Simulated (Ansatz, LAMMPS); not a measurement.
**A vacancy of Al at several sites of Al2O3 with crystalline order left by the classical run (155 atoms)**

At which site of Al2O3 with crystalline order left by the classical run (155 atoms) does a vacancy of Al cost least, and what about the site decides it?

Main program and level: Ansatz 0.2.0; Kohn-Sham DFT, PBE, PAW (set soft_1), plane waves.

### Step 1. Set-up

The cell holds 155 atoms: 62 Al and 93 O. Its edges and angles: a = 11.819 Å, b = 11.819 Å, c = 11.819 Å, α = 90.0°, β = 90.0°, γ = 90.0°. 155 atoms (62 Al, 93 O) placed at random at 3.18 g/cm³, melted at 5000 K for 10 ps at fixed volume with the Morse and Coulomb pair potential with partial charges (Pedone, Malavasi, Menziani, Cormack and Segre, J. Phys. Chem. B 110, 11780 (2006)). Quenched from 5000 K to 300 K at 20 K/ps and fixed volume, held 5 ps, then minimised at fixed cell.

Limits known from the start: The quench rate of 20 K/ps is orders of magnitude faster than experiment, which tends to freeze in extra defects. The starting topology of bonds comes from the classical model, and needn't be the one that DFT or experiment would give. Sampling is at Γ alone, for a cell whose shortest periodic width is 12 Å.

### Step 2. Single point at the start

The forces at the start show how far the geometry lies from a minimum of this functional.

Contents of input.yaml:

```yaml
crystal:
  lattice:
    - [11.8191, 0.0, 0.0]
    - [0.0, 11.8191, 0.0]
    - [0.0, 0.0, 11.8191]
  atoms:
    - { symbol: Al, position: [0.54048, 0.42766, 0.32118] }
    - { symbol: Al, position: [0.3961, 0.69816, 0.08341] }
    - { symbol: Al, position: [0.40388, 0.30223, 0.48149] }
    - { symbol: Al, position: [0.49342, 0.46169, 0.00317] }
    - { symbol: Al, position: [0.39738, 0.55941, 0.50078] }
    - { symbol: Al, position: [0.59919, 0.84911, 0.16048] }
    - { symbol: Al, position: [0.54586, 0.69808, 0.66292] }
    - { symbol: Al, position: [0.76837, 0.81614, 0.56243] }
    - { symbol: Al, position: [0.53253, 0.17779, 0.00677] }
    - { symbol: Al, position: [0.39228, 0.82651, 0.51256] }
    - { symbol: Al, position: [0.88374, 0.68638, 0.75936] }
    - { symbol: Al, position: [0.75166, 0.30729, 0.06125] }
    - { symbol: Al, position: [0.1603, 0.94416, 0.24468] }
    - { symbol: Al, position: [0.11336, 0.80708, 0.83436] }
    - { symbol: Al, position: [0.39215, 0.45406, 0.75237] }
    - { symbol: Al, position: [0.50387, 0.20524, 0.6729] }
    - { symbol: Al, position: [0.92628, 0.04734, 0.46705] }
    - { symbol: Al, position: [0.15392, 0.85859, 0.50073] }
    - { symbol: Al, position: [0.23494, 0.44647, 0.33505] }
    - { symbol: Al, position: [0.15331, 0.20345, 0.25352] }
    - { symbol: Al, position: [0.79675, 0.18201, 0.66259] }
    - { symbol: Al, position: [0.92879, 0.04325, 0.88388] }
    - { symbol: Al, position: [0.38445, 0.06775, 0.16461] }
    - { symbol: Al, position: [0.66475, 0.53668, 0.15416] }
    - { symbol: Al, position: [0.91196, 0.34455, 0.1904] }
    - { symbol: Al, position: [0.54148, 0.93268, 0.66267] }
    - { symbol: Al, position: [0.01356, 0.58169, 0.2615] }
    - { symbol: Al, position: [0.28232, 0.90969, 0.9908] }
    - { symbol: Al, position: [0.1259, 0.5569, 0.83485] }
    - { symbol: Al, position: [0.63188, 0.17953, 0.24876] }
    - { symbol: Al, position: [0.64807, 0.56999, 0.84132] }
    - { symbol: Al, position: [0.13857, 0.444, 0.58192] }
    [... 117 atom lines left out ...]
    - { symbol: O, position: [0.61306, 0.56732, 0.31303] }
    - { symbol: O, position: [0.38653, 0.05853, 0.33446] }
    - { symbol: O, position: [0.86109, 0.8207, 0.04013] }
    - { symbol: O, position: [0.76639, 0.42528, 0.15628] }
    - { symbol: O, position: [0.1653, 0.07136, 0.33021] }
    - { symbol: O, position: [0.14808, 0.55655, 0.67098] }
kpoints:
  mp_grid: { grid: [1, 1, 1] }
hamiltonian:
  xc: pbe
  pseudopotentials: { kind: paw, azcp: { folder: soft_1 } }
scf:
  occupations: { method: gaussian, width: 0.05 }
output:
  forces: true
```

Run with:

```sh
ansatz run input.yaml --threads 8 --pin off --max-ram 15872MiB --backend cpu --events-out ev --progress --plain --runs-dir out
```

Numbers of over 12 decimals in the logs are rounded to 6 here.

The log of the run:

```text
[...]
Pseudopotentials: kind: paw
Pseudopotential: Al, paw, valence charge 3, recommended cutoff 420 eV (normal), soft_1/Al.paw.azcp
Pseudopotential: O, paw, valence charge 6, recommended cutoff 420 eV (normal), soft_1/O.paw.azcp
[... 5 lines on functional and potentials left out ...]
Crystal: 155 atoms, lattice volume = 1651.023 Å³
Basis set: ecut = 420 eV, 32423 PW (Γ), exchange–correlation on 160×160×160 points (8 copies of the dense FFT grid, shifted against one another)
Bands: 527, of which v1, the nominal top of the filled ones, is band 372 counted from 1 (371 counted from 0)
Symmetry: 1 space group operations
Space group: P1 (ITA 1), of the structure as read, at distance tolerance 1.2e-4 Å
k-points: 1
[... 5 lines on functional and potentials left out ...]
Initial density: superposition of atomic densities (chi_scale 0.1, normalization cell, long waves kept (reshape's long-wave potential 0.05 eV rms))
Initial wavefunctions: pseudopotential atomic-orbital guess
[...]
SCF iter   1: F=—  HF=-86383.153025 eV  |F-HF|=—  |Δ(HF+E_count)|=         —  Δρ=1.26e-1  dr2=2.67e2  ethr=3.10e-3  ⟨swp⟩=6.0  Hψ=2228  notcnv=0  defer=57
preconditioner: auto → Resta (q_TF=auto, 2.389 Å⁻¹)  ε∞=3.2  [insulator: Δε(μ)=5.393 eV  Ē_g=16.876 eV  σ=0.050 eV  W_gap=1.00  n_scr=388 (ndim 8)  ℏωp=24.9 eV  f_vac=0.008  D(μ)=0.00/eV (n_scr^D=0)  ε∞_Penn≈3.2]
SCF iter   2: F=—  HF=-86313.867254 eV  |F-HF|=—  |Δ(HF+E_count)|=    6.93e1  Δρ=4.49e-2  dr2=1.68e1  ethr=3.10e-3  ⟨swp⟩=3.0  Hψ=992  notcnv=0  defer=148
SCF iter   3: F=—  HF=-86311.525938 eV  |F-HF|=—  |Δ(HF+E_count)|=    2.34e0  Δρ=2.25e-2  dr2=5.80e0  ethr=2.26e-3  ⟨swp⟩=2.0  Hψ=614  notcnv=0  defer=148
SCF iter   4: F=—  HF=-86311.256572 eV  |F-HF|=—  |Δ(HF+E_count)|=   2.69e-1  Δρ=1.87e-3  dr2=6.27e-2  ethr=7.79e-4  ⟨swp⟩=4.0  Hψ=760  notcnv=0  defer=148
SCF iter   5: F=—  HF=-86311.313048 eV  |F-HF|=—  |Δ(HF+E_count)|=   5.65e-2  Δρ=6.88e-4  dr2=8.71e-3  ethr=8.42e-6  ⟨swp⟩=2.0  Hψ=783  notcnv=0  defer=52
automatic band count: iteration 5 solves 431 bands in place of 527: the levels show a gap, and the empty bands left out lie too high to hold charge; the band table lists the bands solved (type scf.n_extra_bands for more)
SCF iter   6: F=—  HF=-86311.318004 eV  |F-HF|=—  |Δ(HF+E_count)|=   4.96e-3  Δρ=1.77e-4  dr2=8.61e-4  ethr=1.17e-6  ⟨swp⟩=2.0  Hψ=664  notcnv=0  defer=52
SCF iter   7: F=—  HF=-86311.319043 eV  |F-HF|=—  |Δ(HF+E_count)|=   1.04e-3  Δρ=6.44e-5  dr2=7.50e-5  ethr=1.16e-7  ⟨swp⟩=2.0  Hψ=663  notcnv=0  defer=52
SCF iter   8: F=—  HF=-86311.317551 eV  |F-HF|=—  |Δ(HF+E_count)|=   1.49e-3  Δρ=2.46e-5  dr2=8.22e-6  ethr=1.01e-8  ⟨swp⟩=2.0  Hψ=803  notcnv=0  defer=52
SCF iter   9: F=—  HF=-86311.317558 eV  |F-HF|=—  |Δ(HF+E_count)|=   6.26e-6  Δρ=8.34e-6  dr2=1.05e-6  ethr=1.10e-9  ⟨swp⟩=2.0  Hψ=750  notcnv=0  defer=52
SCF iter  10: F=-86311.317559 eV  HF=-86311.317558 eV  |F-HF|=1.46e-8  |Δ(HF+E_count)|=   7.80e-7  Δρ=2.24e-6  dr2=6.88e-8  ethr=1.34e-11  ⟨swp⟩=3.0  Hψ=1753  notcnv=0
SCF 1 converged in 10 iterations: F = -86311.317559 eV  dr2 = 6.88e-8
[...]
SCF converged after 10 iterations
Free energy (F): -86311.317559 eV
Harris-Foulkes:  -86311.317558 eV  (|F-HF|=1.46e-8)
Internal energy: -86311.317559 eV  (E = F + TS)
E sigma→0 (E₀):  -86311.317559 eV
Fermi energy:    7.599751 eV
--- Per-component energies (eV) ---
[...]
Σ components = -86311.317559   (vs F -86311.317559, Δ=0.00e0)
--- Forces (eV/Å), atoms counted from 1 ---
  atom   1  Al    -0.26349206     0.39471550    -0.12341560
  atom   2  Al     0.29153297    -0.27444892     0.28447176
  atom   3  Al     0.12182015     0.14054580     0.64306990
  atom   4  Al     0.35243532     0.23040641     0.25377588
[...]
atom 155  O     -0.30409041     0.68071669     0.92158081
  max |Σ_I F_I| component: 1.00e-4 eV/Å
```

Elapsed: 12 s, on 8 threads of Arm Neoverse V2, shared host; peak memory 2.4 GiB; 95 s of CPU time.

The column dr2 measures how far the density is from self-consistency, as an energy; F and HF (Harris–Foulkes) agree once it is small.

The r.m.s. force at the start is 0.41 eV/Å.

### Step 3. Relaxation

The atoms are relaxed in the fixed cell, aiming at the force tolerance of the input.

Contents of input.yaml:

```yaml
crystal:
  lattice:
    - [11.8191, 0.0, 0.0]
    - [0.0, 11.8191, 0.0]
    - [0.0, 0.0, 11.8191]
  atoms:
    [... the 155 atom lines of step 2 ...]
kpoints:
  mp_grid: { grid: [1, 1, 1] }
hamiltonian:
  xc: pbe
  pseudopotentials: { kind: paw, azcp: { folder: soft_1 } }
scf:
  occupations: { method: gaussian, width: 0.05 }
output:
  forces: true
relax:
  f_tol: 0.05
  max_steps: 120
```

The log of the run:

```text
[...]
Crystal: 155 atoms, lattice volume = 1651.023 Å³
Basis set: ecut = 420 eV, 32423 PW (Γ), exchange–correlation on 160×160×160 points (8 copies of the dense FFT grid, shifted against one another)
Bands: 527, of which v1, the nominal top of the filled ones, is band 372 counted from 1 (371 counted from 0)
Symmetry: 1 space group operations
[...]
k-points: 1
[...]
SCF iter   1: F=—  HF=-86383.153025 eV  |F-HF|=—  |Δ(HF+E_count)|=         —  Δρ=1.26e-1  dr2=2.67e2  ethr=3.10e-3  ⟨swp⟩=6.0  Hψ=2228  notcnv=0  defer=57
[...]
SCF iter   7: F=—  HF=-86311.317455 eV  |F-HF|=—  |Δ(HF+E_count)|=   1.04e-3  Δρ=6.44e-5  dr2=7.51e-5  ethr=1.17e-7  ⟨swp⟩=2.0  Hψ=663  notcnv=0  defer=148
SCF iter   8: F=-86311.317555 eV  HF=-86311.317552 eV  |F-HF|=3.44e-6  |Δ(HF+E_count)|=   9.66e-5  Δρ=2.33e-5  dr2=7.79e-6  ethr=8.40e-9  ⟨swp⟩=4.0  Hψ=1459  notcnv=0
SCF 1 converged in 8 iterations: F = -86311.317555 eV  dr2 = 7.79e-6
[...]
relax step   1: F+E_penalty+E_count = -86311.31755510 eV  Δ(F+E_penalty+E_count) = +0.000e0 eV  max|allowed force component| = 1.441e0 eV/Å  Δτ_max = 0.0000 Å  (8 SCF iters, dr2 threshold 6.25e-5 eV, accepted)
[...]
relax step   2: F+E_penalty+E_count = -86312.50321789 eV  Δ(F+E_penalty+E_count) = -1.186e0 eV  max|allowed force component| = 7.056e-1 eV/Å  Δτ_max = 0.0497 Å  (5 SCF iters, dr2 threshold 1.00e-4 eV, accepted)
[...]
relax step   3: F+E_penalty+E_count = -86313.40206718 eV  Δ(F+E_penalty+E_count) = -8.988e-1 eV  max|allowed force component| = 1.216e-1 eV/Å  Δτ_max = 0.2000 Å  (7 SCF iters, dr2 threshold 3.11e-5 eV, accepted)
[...]
relax step   4: F+E_penalty+E_count = -86313.45251318 eV  Δ(F+E_penalty+E_count) = -5.045e-2 eV  max|allowed force component| = 4.844e-2 eV/Å  Δτ_max = 0.1507 Å  (9 SCF iters, accepted)
SCF converged after 9 iterations
Free energy (F): -86313.452513 eV
[...]
Internal energy: -86313.452513 eV  (E = F + TS)
E sigma→0 (E₀):  -86313.452513 eV
Fermi energy:    7.519128 eV
[...]
Σ components = -86313.452513   (vs F -86313.452513, Δ=0.00e0)
--- Forces (eV/Å), atoms counted from 1 ---
  atom   1  Al     0.01485660     0.03182941    -0.00282562
  atom   2  Al     0.01699825     0.02225320     0.01220943
  atom   3  Al     0.01952684    -0.00258692     0.00873827
  atom   4  Al     0.00693427    -0.00996179    -0.00974894
[...]
atom 155  O      0.00492351     0.00447789     0.00256301
  max |Σ_I F_I| component: 2.07e-4 eV/Å
--- Relaxed structure (4 steps of the walk, 4 accepted, 0 SCFs on fresh bases) ---
  F+E_penalty+E_count = -86313.45251318 eV   max|allowed force component| = 4.844e-2 eV/Å
  atoms:
    - { symbol: Al, position: [0.541977, 0.430481, 0.323618] }
    - { symbol: Al, position: [0.397193, 0.696858, 0.082030] }
    - { symbol: Al, position: [0.399351, 0.308763, 0.488335] }
    - { symbol: Al, position: [0.493513, 0.465366, 0.00356398] }
[...]
- { symbol: O, position: [0.147250, 0.562201, 0.671900] }
```

Run time: 39 s. Hardware: 8 threads; peak memory 2.3 GiB; 4.9 min of CPU time.

The relaxation converged after 4 steps, 2.13 eV below its start, with a largest force component of 0.048 eV/Å.

(Part 1 of 3 ends here.)

[Logs are printed without paths, hosts, clocks, repeated set-up lines and the standing remarks that a program may print on its own settings, such as how far it seeks lower states.]

[Hosts, paths, dates, database ids (printed as entryN), source tags and the programs' standing remarks are cut or masked in the printed files.]
